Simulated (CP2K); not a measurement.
Pt under changes of volume

One of the cells (15.904 Å³/atom); the others are scaled copies at fixed shape and fractional positions:

```
Pt
1.0
     2.74395    0.00000    0.00000
    -0.91465    2.58702    0.00000
    -0.91465   -1.29351    2.24043
Pt
1
Direct
  0.00000 0.00000 0.00000
```

This isn't the form of Pt at room conditions, which is fcc.

* Program: CP2K 2026.2
* Functional: LDA
* Potentials or basis: GTH_POTENTIALS Pt GTH-PADE-q18; TZVP-MOLOPT-PBE-GTH basis
* Density cutoff: 6123 eV
* k mesh: 12 × 12 × 12
* Occupations: fermi-dirac, width 0.0259 eV
* Spin: no spin polarisation

```csv
volume (Å³/atom),energy over the lowest point (meV/atom),pressure (GPa)
14.950,0.00,-19.7
15.268,45.72,-26.2
15.586,103.37,-31.8
15.904,?,?
16.222,248.63,-40.9
16.540,333.62,-44.6
16.858,425.28,-47.6
```

Question: What does the run at 15.904 Å³/atom give?

Answer: Energy over the lowest point 171.45 meV/atom; pressure -36.7 GPa.

Worked out: A Birch-Murnaghan fit of order 3 (a polynomial in V^(-2/3)) to the other rows has no minimum within the range. It gives 171.50 meV/atom at 15.904 Å³/atom, against the run's 171.45, and -dE/dV = -36.7 GPa, against -36.7.

Energies are extrapolated to zero smearing.

Caveats: the basis of atomic orbitals isn't converged, which shifts pressures, moduli and gaps.
